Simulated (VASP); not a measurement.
GePt:

```
Ge Pt
1.0
     3.89000    0.00000    0.00000
    -1.94500    3.36884    0.00000
     0.00000    0.00000    5.16000
Ge Pt
2 2
Direct
  0.66667 0.33333 0.75000
  0.33333 0.66667 0.25000
  0.00000 0.00000 0.50000
  0.00000 0.00000 0.00000
```

The cell was built by a generator and needn't be a form met in nature.

```yaml
Program: VASP 6.6.1
Task: relaxation of cell and atoms
Functional: PBE
Potentials_or_basis: VASP PAW PBE potentials, release 64 (Ge_d, Pt)
Cutoff: 520 eV
k_mesh: 6 × 6 × 4
Occupations: gaussian, width 0.15 eV
Spin: no spin polarisation
```

At the start: pressure 8.5 GPa; volume 16.91 Å³/atom.

Question: Where does the relaxation end?

Answer: Over 9 steps the energy falls by 45.7 meV/atom and the volume is 17.63 Å³/atom (+4.3 %); space group P6_3/mmc (No. 194, to 0.05 Å).

The path:
| step | energy change (eV) | largest force (eV/Å) | pressure (GPa) | volume (Å³) |
| --- | --- | --- | --- | --- |
| 1 | 0.0000 | 0.0000 | 8.47 | 67.62 |
| 2 | 0.0495 | 0.0000 | -10.56 | 76.60 |
| 3 | -0.1694 | 0.0000 | -1.00 | 71.56 |
| 4 | -0.1691 | 0.0000 | -2.38 | 71.64 |
| 5 | -0.1703 | 0.0000 | 3.14 | 69.21 |
| 6 | -0.1793 | 0.0000 | 0.70 | 70.40 |
| 7 | -0.1793 | 0.0000 | 0.08 | 70.48 |
| 8 | -0.1793 | 0.0000 | 0.39 | 70.43 |
| 9 | -0.1826 | 0.0000 | 0.16 | 70.52 |

Final structure:
```
Ge Pt
1.0
     3.87645    0.00000    0.00000
    -1.93823    3.35710    0.00000
     0.00000    0.00000    5.41895
Ge Pt
2 2
Direct
  0.66667 0.33333 0.75000
  0.33333 0.66667 0.25000
  0.00000 0.00000 0.50000
  0.00000 0.00000 0.00000
```
